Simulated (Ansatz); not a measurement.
# Pb: changing the strain (εzz = s)

```xyz
1
Lattice="-1.9797 1.9797 1.9797 1.9797 -1.9797 1.9797 1.9797 1.9797 -1.9797" Properties=species:S:1:pos:R:3 pbc="T T T"
Pb    0.0000    0.0000    0.0000
```

This isn't the form of Pb at room conditions, which is fcc.

Kept alike: task single point; functional PBEsol; k mesh 8 × 8 × 8; occupations fermi-dirac, width 0.05 eV; no spin polarisation. Program: Ansatz, Ansatz PAW, cutoff 420 eV. The mesh is that of the run's cell of 1 atom. No spin-orbit coupling.

```csv
s,free energy over the lowest row (meV/atom)
-0.04,0.00
-0.02,0.63
-0.01,2.72
0,5.51
0.01,8.35
0.02,11.71
0.04,20.63
```

The cell shown is the unstrained one; x, y and z are its Cartesian axes; atoms keep their fractions. For a metal such a mesh leaves the last digits unconverged. All rows use potentials made for PBE.

Question: What does the strain (εzz = s) change here?

Answer: The free energy rises from 0.00 to 20.63 meV/atom between -0.04 and 0.04.

The energy rises at every step from compression to extension, so the unstrained cubic cell isn't at its energy minimum along this path. In a cubic crystal a volume-conserving tetragonal distortion has no first-order energy term. The slope at zero strain therefore reflects residual stress: the bcc cell is too large for this computational setup and gains energy by contracting. The lattice parameter was probably taken from a source that favours a longer one, such as a less strongly binding functional.

The slope flattens markedly towards compression, as expected when short-range repulsion begins to offset the gain in metallic cohesion. The lowest energy falls at the edge of the range, at -0.04, so the minimum is not bracketed. That preference for a shorter axis is no evidence for a spontaneous tetragonal distortion, because with the lateral axes fixed the strain changes volume and shape together. Whether bcc Pb resists tetragonal shear, the distortion that links it to fcc, would have to be tested at constant volume.
